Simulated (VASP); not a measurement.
TiO2: single point with r2SCAN

The system is TiO2.

```
Ti O
1.0
     0.00000    2.39683    2.39683
     2.35416    0.00000    2.39683
     2.35416    2.39683    0.00000
Ti O
1 2
Cartesian
  0.0000 0.0000 0.0000
  1.1771 1.1984 1.1984
  3.5312 3.5952 3.5952
```

The cell was built by a generator and needn't be a form met in nature.

The cell isn't the ideal one: uniaxial_x strain -1.8%.

```yaml
Program: VASP 6.6.1
Task: single point
Functional: r2SCAN
Potentials_or_basis: VASP PAW PBE potentials, release 64 (Ti_sv, O)
Cutoff: 520 eV
k_mesh: 10 × 10 × 10
Occupations: gaussian, width 0.01 eV
Spin: no spin polarisation
```

```json
{
 "Pressure": "6.8 GPa",
 "Band gap on the k mesh": "1.37 eV, indirect (least direct gap 2.15 eV)"
}
```

Stress tensor (GPa, compression positive):
```
13.96  0.00  0.00
 0.00  3.28  0.00
 0.00  0.00  3.28
```

Levels at points of the mesh, in eV from the valence-band top:
| k point | band 8 | band 9 | band 10 | band 11 | band 12 | band 13 | band 14 | band 15 | band 16 | band 17 |
| --- | --- | --- | --- | --- | --- | --- | --- | --- | --- | --- |
| (0.00, 0.00, 0.00) | -6.45 | -6.45 | -1.18 | -1.18 | -0.87 | 1.37 | 1.46 | 5.66 | 5.73 | 5.73 |
| (0.50, 0.00, 0.00) | -5.26 | -3.70 | -3.54 | -2.83 | -2.79 | 1.72 | 1.76 | 3.11 | 5.30 | 5.31 |
| (0.50, 0.50, 0.00) | -5.06 | -4.91 | -2.48 | -2.15 | -0.22 | 2.05 | 2.22 | 3.11 | 4.38 | 4.47 |
| (0.00, 0.50, 0.50) | -5.02 | -5.02 | -2.39 | -2.39 | 0.00 | 2.15 | 2.16 | 3.22 | 4.47 | 4.47 |

It took 2.4 min on 1 thread of Intel(R) Xeon(R) 6975P-C (Granite Rapids), on a shared host, peak memory 0.19 GiB.

Caveat: the PAW data sets were made with another functional, which shifts forces and pressure a little. A k mesh can miss the band edges.
